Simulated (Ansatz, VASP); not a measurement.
# CsSnI3 in VASP and in Ansatz

Contents of INCAR:

```
PREC = Accurate
ENCUT = 520
EDIFF = 1E-6
ISMEAR = -1
SIGMA = 0.05
LREAL = F
LASPH = T
NELM = 60
ALGO = Normal
ISIF = 2
LWAVE = F
LCHARG = F
GGA = PE
NBANDS = 30
```

Contents of KPOINTS:

```
Automatic mesh
0
Gamma
  4 4 4
```

Contents of POSCAR:

```
CsSnI3
1.0
    6.2057000000      0.0000000000      0.0000000000
    0.0000000000      6.2057000000      0.0000000000
    0.0000000000      0.0000000000      6.2057000000
Cs I Sn
1 3 1
Direct
    0.0000000000      0.0000000000      0.0000000000
    0.5000000000      0.5000000000      0.0000000000
    0.5000000000      0.0000000000      0.5000000000
    0.0000000000      0.5000000000      0.5000000000
    0.5000000000      0.5000000000      0.5000000000
```

File input.yaml:

```yaml
crystal:
  lattice:
    - [6.2057, 0.0, 0.0]
    - [0.0, 6.2057, 0.0]
    - [0.0, 0.0, 6.2057]
  atoms:
    - { symbol: Cs, position: [0.0, 0.0, 0.0] }
    - { symbol: I, position: [0.5, 0.5, 0.0] }
    - { symbol: I, position: [0.5, 0.0, 0.5] }
    - { symbol: I, position: [0.0, 0.5, 0.5] }
    - { symbol: Sn, position: [0.5, 0.5, 0.5] }
hamiltonian:
  xc: pbe
  pseudopotentials: { kind: paw }
kpoints:
  mp_grid: { grid: [4, 4, 4] }
scf:
  occupations: { method: fermi_dirac, width: 0.05 }
output:
  forces: true
  stress: true
  eigenvalues: true
```

Change from the starting cell: strain = 0.0.

Alike in both runs: task single point; functional PBE; k mesh 4 × 4 × 4; occupations fermi-dirac, width 0.05 eV; no spin polarisation.

|  | VASP | Ansatz |
| --- | --- | --- |
| version | VASP 6.6.1 | Ansatz 0.2.0 |
| potentials or method | VASP PAW PBE potentials, release 64 (Cs_sv, I, Sn_d) | Ansatz PAW |
| plane-wave cutoff (eV) | 520 | 420 |
| valence electrons in the cell | 44 | 74 |

```tsv
	VASP	Ansatz	Ansatz less VASP
gap on the k mesh at the Fermi level (eV)	0.30	0.31	+0.006
least direct gap on the mesh (eV)	0.30	0.31	+0.006
pressure (GPa)	0.8	0.8	0.00
```

The two sets of potentials don't hold the same shells in valence.

Caveats: spin-orbit coupling is left out, which moves the levels of the heavy elements. A k mesh can miss the band edges.
